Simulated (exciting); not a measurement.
# Ti (Im-3m) in exciting: notebook

One crystal, Ti, is run at these levels: PBEsol, RPBE; tasks: band structure.

Everything below comes from runs of exciting (release sodium). Logs are shortened: lines on timing, memory, paths and dates and some standing lists are left out, and cuts for length are marked.

## 1. The crystal as given

The structure is cubic, space group Im-3m (No. 229). The conventional cell has a = 3.282 Å, b = 3.282 Å, c = 3.282 Å, α = 90.00°, β = 90.00°, γ = 90.00°. Around Ti (site symmetry m-3m) lie 8 Ti at 2.84 Å.

This isn't the form of Ti at room conditions, which is hcp.

## 2. Band structure, PBEsol

input.xml reads:

```xml
<input>
  <title>Ti</title>
  <structure speciespath="./" tshift="false">
    <crystal scale="1">
      <basevect>-3.101040570511 3.101040570511 3.101040570511</basevect>
      <basevect>3.101040570511 -3.101040570511 3.101040570511</basevect>
      <basevect>3.101040570511 3.101040570511 -3.101040570511</basevect>
    </crystal>
    <species speciesfile="Ti.xml" rmt="2">
      <atom coord="0.000000000000 0.000000000000 0.000000000000"/>
    </species>
  </structure>
  <groundstate do="fromscratch" ngridk="11 11 11" rgkmax="9" gmaxvr="14" lmaxapw="10" lmaxmat="10" lmaxvr="8" xctype="GGA_PBE_SOL" stype="Fermi Dirac" swidth="0.00183747" nempty="12" ValenceRelativity="iora*" epsengy="1e-05" epspot="1e-05" maxscl="60" outputlevel="low"/>
  <properties>
    <bandstructure>
      <plot1d>
        <path steps="80">
          <point coord="0 0 0" label="G"/>
          <point coord="0.5 -0.5 0.5" label="H"/>
          <point coord="0 0 0.5" label="N"/>
          <point coord="0 0 0" label="G"/>
          <point coord="0.25 0.25 0.25" label="P"/>
          <point coord="0.5 -0.5 0.5" label="H" breakafter="true"/>
          <point coord="0.25 0.25 0.25" label="P"/>
          <point coord="0 0 0.5" label="N"/>
        </path>
      </plot1d>
    </bandstructure>
    <chargedensityplot>
      <plot3d>
        <box grid="15 15 15">
          <origin coord="0 0 0"/>
          <point coord="1 0 0"/>
          <point coord="0 1 0"/>
          <point coord="0 0 1"/>
        </box>
      </plot3d>
    </chargedensityplot>
    <elfplot>
      <plot3d>
        <box grid="15 15 15">
          <origin coord="0 0 0"/>
          <point coord="1 0 0"/>
          <point coord="0 1 0"/>
          <point coord="0 0 1"/>
        </box>
      </plot3d>
    </elfplot>
    <exccplot>
      <plot3d>
        <box grid="15 15 15">
          <origin coord="0 0 0"/>
          <point coord="1 0 0"/>
          <point coord="0 1 0"/>
          <point coord="0 0 1"/>
        </box>
      </plot3d>
    </exccplot>
  </properties>
</input>
```

Potentials or basis: all-electron LAPW+lo, shipped species files, valence relativity iora*.

The run is started by

```sh
$ OMP_NUM_THREADS=1 exciting_smp
```

INFO.OUT:

```text
================================================================================
EXCITING SODIUM started
[... 10 lines left out ...]

 Lattice vectors (cartesian) :
     -3.1010405705      3.1010405705      3.1010405705
      3.1010405705     -3.1010405705      3.1010405705
      3.1010405705      3.1010405705     -3.1010405705

 Reciprocal lattice vectors (cartesian) :
      0.0000000000      1.0130769276      1.0130769276
      1.0130769276      0.0000000000      1.0130769276
      1.0130769276      1.0130769276      0.0000000000

 Unit cell volume                           :     119.2840388755
 Brillouin zone volume                      :       2.0794920744

 Species :    1 (Ti)
     parameters loaded from                 :    Ti.xml
     name                                   :    titanium

     atomic positions (lattice) :
       1 :   0.00000000  0.00000000  0.00000000

 Total number of atoms per unit cell        :       1

 Spin treatment                             :    spin-unpolarised

 Number of Bravais lattice symmetries       :      48
 Number of crystal symmetries               :      48

 k-point grid                               :      11   11   11
 Total number of k-points                   :      56
 k-point set is reduced with crystal symmetries

 R^MT_min * |G+k|_max (rgkmax)              :       9.00000000

 G-vector grid sizes                        :      24    24    24
 Total number of G-vectors                  :    5473

 Total nuclear charge                       :     -22.00000000
 Total electronic charge                    :      22.00000000

 Number of empty states                     :      12
 Total number of valence states             :      19

 Exchange-correlation type                  :      22
     PBEsol, Phys. Rev. Lett. 100, 136406 (2008)
     Generalised gradient approximation (GGA)

 Smearing scheme                            :    Fermi-Dirac
 Smearing width                             :       0.00183747

++++++++++++++++++++++++++++++++++++++++++++++++++++++++++++++++++++++++++++++++
+ Ending initialization                                                        +
++++++++++++++++++++++++++++++++++++++++++++++++++++++++++++++++++++++++++++++++

********************************************************************************
* Groundstate module started                                                   *
********************************************************************************
 Output level for this task is set to low

++++++++++++++++++++++++++++++++++++++++++++++++++++++++++++++++++++++++++++++++
[... 5 lines left out ...]
+ SCF iteration number :    1                                                  +
++++++++++++++++++++++++++++++++++++++++++++++++++++++++++++++++++++++++++++++++
 Total energy                               :      -850.19490379
 _______________________________________________________________
 Fermi energy                               :         0.33223545
 DOS at Fermi energy (states/Ha/cell)       :        74.70318569
 Electron charge: Core leakage              :         0.00000006

++++++++++++++++++++++++++++++++++++++++++++++++++++++++++++++++++++++++++++++++
+ SCF iteration number :    2                                                  +
++++++++++++++++++++++++++++++++++++++++++++++++++++++++++++++++++++++++++++++++
 Total energy                               :      -852.07316765
 _______________________________________________________________
 Fermi energy                               :         0.32370510
 DOS at Fermi energy (states/Ha/cell)       :        80.78970407
 Electron charge: Core leakage              :         0.00000006

 RMS change in effective potential (target) :  0.609692E-01  ( 0.100000E-04)
 Absolute change in total energy   (target) :   1.87826      ( 0.100000E-04)
 Charge distance                   (target) :  0.963134E-02  ( 0.100000E-04)

++++++++++++++++++++++++++++++++++++++++++++++++++++++++++++++++++++++++++++++++
+ SCF iteration number :    3                                                  +
++++++++++++++++++++++++++++++++++++++++++++++++++++++++++++++++++++++++++++++++
 Total energy                               :      -852.77800770
 _______________________________________________________________
 Fermi energy                               :         0.32098632
 DOS at Fermi energy (states/Ha/cell)       :        80.05188432
 Electron charge: Core leakage              :         0.00000006

 RMS change in effective potential (target) :  0.427339E-01  ( 0.100000E-04)
 Absolute change in total energy   (target) :  0.704840      ( 0.100000E-04)
 Charge distance                   (target) :  0.397062E-02  ( 0.100000E-04)

++++++++++++++++++++++++++++++++++++++++++++++++++++++++++++++++++++++++++++++++
+ SCF iteration number :    4                                                  +
++++++++++++++++++++++++++++++++++++++++++++++++++++++++++++++++++++++++++++++++
 Total energy                               :      -852.61086078
 _______________________________________________________________
 Fermi energy                               :         0.32501724
 DOS at Fermi energy (states/Ha/cell)       :        79.78287781
 Electron charge: Core leakage              :         0.00000006

 RMS change in effective potential (target) :  0.525791E-02  ( 0.100000E-04)
 Absolute change in total energy   (target) :  0.167147      ( 0.100000E-04)
 Charge distance                   (target) :  0.447502E-03  ( 0.100000E-04)

++++++++++++++++++++++++++++++++++++++++++++++++++++++++++++++++++++++++++++++++
+ SCF iteration number :    5                                                  +
++++++++++++++++++++++++++++++++++++++++++++++++++++++++++++++++++++++++++++++++
 Total energy                               :      -852.91277046
 _______________________________________________________________
 Fermi energy                               :         0.32304505
 DOS at Fermi energy (states/Ha/cell)       :        78.41696582
 Electron charge: Core leakage              :         0.00000006

 RMS change in effective potential (target) :  0.950721E-03  ( 0.100000E-04)
 Absolute change in total energy   (target) :  0.301910      ( 0.100000E-04)
 Charge distance                   (target) :  0.154628E-02  ( 0.100000E-04)

++++++++++++++++++++++++++++++++++++++++++++++++++++++++++++++++++++++++++++++++
+ SCF iteration number :    6                                                  +
++++++++++++++++++++++++++++++++++++++++++++++++++++++++++++++++++++++++++++++++
 Total energy                               :      -852.86485160
 _______________________________________________________________
 Fermi energy                               :         0.32334870
 DOS at Fermi energy (states/Ha/cell)       :        78.66814669
 Electron charge: Core leakage              :         0.00000006

 RMS change in effective potential (target) :  0.510383E-04  ( 0.100000E-04)
 Absolute change in total energy   (target) :  0.479189E-01  ( 0.100000E-04)
 Charge distance                   (target) :  0.248965E-03  ( 0.100000E-04)

++++++++++++++++++++++++++++++++++++++++++++++++++++++++++++++++++++++++++++++++
+ SCF iteration number :    7                                                  +
++++++++++++++++++++++++++++++++++++++++++++++++++++++++++++++++++++++++++++++++
 Total energy                               :      -852.86607999
 _______________________________________________________________
 Fermi energy                               :         0.32334668
 DOS at Fermi energy (states/Ha/cell)       :        78.66486728
 Electron charge: Core leakage              :         0.00000006

 RMS change in effective potential (target) :  0.425097E-05  ( 0.100000E-04)
 Absolute change in total energy   (target) :  0.122839E-02  ( 0.100000E-04)
 Charge distance                   (target) :  0.504493E-05  ( 0.100000E-04)

++++++++++++++++++++++++++++++++++++++++++++++++++++++++++++++++++++++++++++++++
+ SCF iteration number :    8                                                  +
++++++++++++++++++++++++++++++++++++++++++++++++++++++++++++++++++++++++++++++++
 Total energy                               :      -852.86636583
 _______________________________________________________________
 Fermi energy                               :         0.32334427
 DOS at Fermi energy (states/Ha/cell)       :        78.66269519
 Electron charge: Core leakage              :         0.00000006

 RMS change in effective potential (target) :  0.136328E-05  ( 0.100000E-04)
 Absolute change in total energy   (target) :  0.285841E-03  ( 0.100000E-04)
 Charge distance                   (target) :  0.189779E-05  ( 0.100000E-04)

++++++++++++++++++++++++++++++++++++++++++++++++++++++++++++++++++++++++++++++++
+ SCF iteration number :    9                                                  +
++++++++++++++++++++++++++++++++++++++++++++++++++++++++++++++++++++++++++++++++
 Total energy                               :      -852.86630036
 _______________________________________________________________
 Fermi energy                               :         0.32334469
 DOS at Fermi energy (states/Ha/cell)       :        78.66313770
 Electron charge: Core leakage              :         0.00000006

 RMS change in effective potential (target) :  0.309700E-07  ( 0.100000E-04)
 Absolute change in total energy   (target) :  0.654774E-04  ( 0.100000E-04)
 Charge distance                   (target) :  0.406398E-06  ( 0.100000E-04)

++++++++++++++++++++++++++++++++++++++++++++++++++++++++++++++++++++++++++++++++
+ SCF iteration number :   10                                                  +
++++++++++++++++++++++++++++++++++++++++++++++++++++++++++++++++++++++++++++++++
 Total energy                               :      -852.86630112
 _______________________________________________________________
 Fermi energy                               :         0.32334468
 DOS at Fermi energy (states/Ha/cell)       :        78.66312410
 Electron charge: Core leakage              :         0.00000006

 RMS change in effective potential (target) :  0.472424E-08  ( 0.100000E-04)
 Absolute change in total energy   (target) :  0.761346E-06  ( 0.100000E-04)
 Charge distance                   (target) :  0.102094E-07  ( 0.100000E-04)

++++++++++++++++++++++++++++++++++++++++++++++++++++++++++++++++++++++++++++++++
+ SCF iteration number :   11                                                  +
++++++++++++++++++++++++++++++++++++++++++++++++++++++++++++++++++++++++++++++++
 Total energy                               :      -852.86630108
 _______________________________________________________________
 Fermi energy                               :         0.32334468
 DOS at Fermi energy (states/Ha/cell)       :        78.66312476
 Electron charge: Core leakage              :         0.00000006

 RMS change in effective potential (target) :  0.476778E-09  ( 0.100000E-04)
 Absolute change in total energy   (target) :  0.365054E-07  ( 0.100000E-04)
 Charge distance                   (target) :  0.441088E-09  ( 0.100000E-04)

++++++++++++++++++++++++++++++++++++++++++++++++++++++++++++++++++++++++++++++++
| Convergency criteria checked for the last 2 iterations                       +
| Convergence targets achieved. Performing final SCF iteration                 +
++++++++++++++++++++++++++++++++++++++++++++++++++++++++++++++++++++++++++++++++
 Total energy                               :      -852.86630112
 _______________________________________________________________
 Fermi energy                               :         0.32334468
 DOS at Fermi energy (states/Ha/cell)       :        78.66312533
 Electron charge: Core leakage              :         0.00000006

++++++++++++++++++++++++++++++++++++++++++++++++++++++++++++++++++++++++++++++++
[... 7 lines left out ...]

--------------------------------------------------------------------------------
- CAUTION! Warnings have been written in file WARNING.OUT !                    -
--------------------------------------------------------------------------------
================================================================================
| EXCITING SODIUM stopped                                                      =
================================================================================
```

Run time: 39 s. Hardware: 1 thread of Arm Neoverse V1, shared host; peak memory 0.1 GiB.

What came out:

```yaml
Free_energy: -23207.6968 eV
Band_gap_on_the_k_mesh: none (metal or under the smearing width)
```

Levels at the corners of the path, in eV from the Fermi level:
```
point  band 4  band 5  band 6  band 7  band 8  band 9
    Γ  -32.27   -5.89    0.98    0.98    0.98    2.72
    H  -32.71   -2.04   -2.04    3.88    3.88    3.88
    N  -32.27   -2.41   -0.38    1.10    2.70    3.05
    Γ  -32.27   -5.89    0.98    0.98    0.98    2.72
    P  -32.59   -0.60   -0.60   -0.60    3.11    3.11
    H  -32.71   -2.04   -2.04    3.88    3.88    3.88
    P  -32.59   -0.60   -0.60   -0.60    3.11    3.11
    N  -32.27   -2.41   -0.38    1.10    2.70    3.05
```

Caveat: the log's total energy holds no entropy term; the free energy is that total less TS from the occupations.

## 3. Band structure, RPBE

input.xml reads:

```xml
<input>
  <title>Ti</title>
  <structure speciespath="./" tshift="false">
    <crystal scale="1">
      <basevect>-3.101040570511 3.101040570511 3.101040570511</basevect>
      <basevect>3.101040570511 -3.101040570511 3.101040570511</basevect>
      <basevect>3.101040570511 3.101040570511 -3.101040570511</basevect>
    </crystal>
    <species speciesfile="Ti.xml" rmt="2">
      <atom coord="0.000000000000 0.000000000000 0.000000000000"/>
    </species>
  </structure>
  <groundstate do="fromscratch" ngridk="11 11 11" rgkmax="9" gmaxvr="14" lmaxapw="10" lmaxmat="10" lmaxvr="8" stype="Fermi Dirac" swidth="0.00183747" nempty="12" ValenceRelativity="iora*" epsengy="1e-05" epspot="1e-05" maxscl="60" outputlevel="normal">
    <libxc exchange="XC_GGA_X_RPBE" correlation="XC_GGA_C_PBE"/>
  </groundstate>
  <properties>
    <bandstructure>
      <plot1d>
        <path steps="80">
          <point coord="0 0 0" label="G"/>
          <point coord="0.5 -0.5 0.5" label="H"/>
          <point coord="0 0 0.5" label="N"/>
          <point coord="0 0 0" label="G"/>
          <point coord="0.25 0.25 0.25" label="P"/>
          <point coord="0.5 -0.5 0.5" label="H" breakafter="true"/>
          <point coord="0.25 0.25 0.25" label="P"/>
          <point coord="0 0 0.5" label="N"/>
        </path>
      </plot1d>
    </bandstructure>
  </properties>
</input>
```

Potentials or basis: all-electron LAPW+lo, shipped species files, valence relativity iora*.

The run is started by

```sh
$ OMP_NUM_THREADS=1 exciting_smp
```

It took 31 s on 1 thread of Arm Neoverse V1, shared host; peak memory 0.1 GiB.

It converged, with:

- Free energy: -23237.8448 eV
- Band gap on the k mesh: none (metal or under the smearing width)
- All electrons inside the program's atomic spheres: Ti 19.51 (radii Ti 2.0 bohr)

Levels at the corners of the path, in eV from the Fermi level:
```
point  band 2  band 3  band 4  band 5  band 6  band 7  band 8  band 9  band 10  band 11
    Γ  -32.49  -32.49  -32.49   -5.89    0.99    0.99    0.99    2.71     2.71    17.28
    H  -32.93  -32.93  -32.93   -2.04   -2.04    3.85    3.85    3.85     8.24     8.24
    N  -33.12  -32.69  -32.49   -2.40   -0.36    1.06    2.70    3.04     4.19     8.62
    Γ  -32.49  -32.49  -32.49   -5.89    0.99    0.99    0.99    2.71     2.71    17.28
    P  -32.80  -32.80  -32.80   -0.60   -0.60   -0.60    3.10    3.10     8.91     8.91
    H  -32.93  -32.93  -32.93   -2.04   -2.04    3.85    3.85    3.85     8.24     8.24
    P  -32.80  -32.80  -32.80   -0.60   -0.60   -0.60    3.10    3.10     8.91     8.91
    N  -33.12  -32.69  -32.49   -2.40   -0.36    1.06    2.70    3.04     4.19     8.62
```

Caveat: the log's total energy holds no entropy term; the free energy is that total less TS from the occupations.
